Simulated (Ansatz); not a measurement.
CdGeAs$_{2}$ (I-42d)

Method: Ansatz, DFT PBE, scalar-relativistic, plane waves, PAW.

Cutoff 420 eV; k points 8×8×8 on the computed 8-atom cell (Γ-centred); Gaussian smearing, width 0.01 eV; no spin polarisation.

The structure is relaxed at this level of theory with its symmetry kept. Whether it is the stable form of this composition wasn't checked.

```yaml
crystal:
  lattice:
    - [-3.02417, 3.02417, 5.74198]
    - [3.02417, -3.02417, 5.74198]
    - [3.02417, 3.02417, -5.74198]
  atoms:
    - { symbol: Cd, position: [0.25000, 0.75000, 0.50000] }
    - { symbol: Cd, position: [0.50000, 0.50000, 0.00000] }
    - { symbol: Ge, position: [0.00000, 0.00000, 0.00000] }
    - { symbol: Ge, position: [0.75000, 0.25000, 0.50000] }
    - { symbol: As, position: [0.87500, 0.34826, 0.97326] }
    - { symbol: As, position: [0.65174, 0.62500, 0.52674] }
    - { symbol: As, position: [0.37500, 0.90174, 0.02674] }
    - { symbol: As, position: [0.09826, 0.12500, 0.47326] }
```

**Question.** Formation energy from the elements' standard states (uncorrected)?

**Answer.** -0.098 eV/atom.

**Question.** Kohn–Sham band gap?

**Answer.** 0.00 eV, direct at (-0.021, 0.021, -0.021) (the valley at (-0.023, 0.023, 0.023) lies within 0.03 eV, so the order isn't resolved).

**Question.** Löwdin character of the top 1 eV of the valence band?

**Answer.** As 4p 85 %, unprojected 5 %.

**Question.** Löwdin character of the lowest 1 eV of the conduction band?

**Answer.** As 4p 49 %, Ge 4s 18 %, Ge 4p 9 %, As 4s 9 %, Cd 5s 9 %, unprojected 6 %.

**Question.** Electron masses at the edge by Cartesian direction of the standard setting (m_e; degenerate bands sorted by energy; no spin-orbit coupling)?

**Answer.** x: 0.057; y: 0.022; z: 0.021.

**Question.** Hole masses at the edge by Cartesian direction of the standard setting (m_e; degenerate bands sorted by energy; no spin-orbit coupling)?

**Answer.** x: 0.14; y: 0.022; z: 0.027.

**Question.** Bulk modulus?

**Answer.** 52 GPa.

**Question.** Its pressure derivative?

**Answer.** 4.7.

**Question.** Bader charges (e)?

**Answer.** Cd (2 in the cell) 0.47, Ge (2 in the cell) 0.47, As (4 in the cell) -0.47.